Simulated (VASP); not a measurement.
Wanted: the native input for a VASP 6.6.1 run.

```yaml
Task: band structure
Functional: r2SCAN
Potentials_or_basis: VASP PAW PBE potentials, release 64 (Mg, S)
Cutoff: 520 eV
k_mesh: 10 × 10 × 10
Occupations: gaussian, width 0.02 eV
Spin: no spin polarisation
Further_INCAR_settings: ALGO = Normal; EDIFF = 1e-07; NBANDS = 11
```

The structure of MgS lies in POSCAR:

```
MgS                                     
1.0
   -0.0000000000      2.5974275064      2.5974275064
    2.5974275064      0.0000000000      2.5974275064
    2.5974275064      2.5974275064     -0.0000000000
  Mg              S             
     1     1
Direct
     1.0000000000000000    0.0000000000000000    0.0000000000000000
     0.5000000000000000    0.5000000000000000    0.5000000000000000
```

The cell was built by a generator and needn't be a form met in nature.

The input as run:

INCAR

```
SYSTEM = MgS
ALGO     = Normal         ! electronic algorithm
EDIFF    = 1E-7           ! SCF threshold, eV
ENCUT    = 520            ! plane-wave cutoff, eV
ISIF     = 2              ! what is computed and relaxed
ISMEAR   = 0              ! smearing method
LASPH    = .True.         ! aspherical terms in the spheres
LCHARG   = .False.        ! write CHGCAR
LMIXTAU  = .True.       
LREAL    = .False.        ! projectors in reciprocal space
LWAVE    = .False.        ! write WAVECAR
METAGGA  = R2SCAN         ! meta-GGA
NBANDS   = 11             ! bands
NELM     = 60             ! most SCF steps
PREC     = Accurate       ! precision mode
SIGMA    = 0.02           ! smearing width, eV
```

KPOINTS

```
k-points
0
Gamma
  10 10 10
  0 0 0
```

KPOINTS_OPT

```
path GXWKGLUWLK,UX
10
line-mode
reciprocal
 0.0000000000  0.0000000000  0.0000000000  G
 0.5000000000  0.0000000000  0.5000000000  X

 0.5000000000  0.0000000000  0.5000000000  X
 0.5000000000  0.2500000000  0.7500000000  W

 0.5000000000  0.2500000000  0.7500000000  W
 0.3750000000  0.3750000000  0.7500000000  K

 0.3750000000  0.3750000000  0.7500000000  K
 0.0000000000  0.0000000000  0.0000000000  G

 0.0000000000  0.0000000000  0.0000000000  G
 0.5000000000  0.5000000000  0.5000000000  L

 0.5000000000  0.5000000000  0.5000000000  L
 0.6250000000  0.2500000000  0.6250000000  U

 0.6250000000  0.2500000000  0.6250000000  U
 0.5000000000  0.2500000000  0.7500000000  W

 0.5000000000  0.2500000000  0.7500000000  W
 0.5000000000  0.5000000000  0.5000000000  L

 0.5000000000  0.5000000000  0.5000000000  L
 0.3750000000  0.3750000000  0.7500000000  K

 0.6250000000  0.2500000000  0.6250000000  U
 0.5000000000  0.0000000000  0.5000000000  X
```

Potentials or basis: VASP PAW PBE potentials, release 64 (Mg, S).

Launch:

```sh
$ cat potpaw_PBE.64/Mg/POTCAR potpaw_PBE.64/S/POTCAR > POTCAR
$ mpirun -np 1 vasp_std > vasp.out
```

Results of the run:

```
Pressure                : -0.1 GPa
Band gap on the k mesh  : 3.44 eV, indirect (least direct gap 4.66 eV)
Band gap along the path : 3.44 eV, indirect (least direct gap 4.66 eV)
```

Caveat: the PAW data sets were made with another functional, which shifts forces and pressure a little.

Wall time 2.8 min on 1 thread of Intel(R) Xeon(R) Platinum 8259CL CPU @ 2.50GHz (Skylake/Cascade Lake), with other jobs on the host, peak memory 0.18 GiB.
